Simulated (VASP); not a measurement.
Al2O3:

```xyz
10
Lattice="2.7482 0.0000 4.3310 -1.3741 2.3800 4.3310 -1.3741 -2.3800 4.3310" Properties=species:S:1:pos:R:3 pbc="T T T"
Al    0.0000    0.0000    4.5761
Al    0.0000    0.0000    1.9204
Al    0.0000    0.0000    8.4169
Al    0.0000    0.0000   11.0726
O     1.2627   -0.7290    3.2483
O    -1.2627   -0.7290    3.2483
O     0.0000    1.4580    3.2483
O    -1.2627    0.7290    9.7447
O     1.2627    0.7290    9.7448
O     0.0000   -1.4580    9.7448
```

The cell was built by a generator and needn't be a form met in nature.

Base run:

```yaml
Program: VASP 6.6.1
Functional: r2SCAN
Potentials_or_basis: VASP PAW PBE potentials, release 64 (Al, O)
Cutoff: 520 eV
k_mesh: 4 × 4 × 4
Occupations: fermi-dirac, width 0.05 eV
Spin: no spin polarisation
```

Its results: band gap on the k mesh 7.14 eV, direct; pressure -0.6 GPa; largest force 0.083 eV/Å.

The run is repeated on the same cell with these changes: functional from r2SCAN to SCAN. What comes out?

Band gap on the k mesh 7.09 eV, direct; pressure -1.8 GPa; largest force 0.075 eV/Å.

Caveats: the PAW data sets were made with another functional, which shifts forces and pressure a little.

A k mesh can miss the band edges.

Not every run made on this cell is shown here.
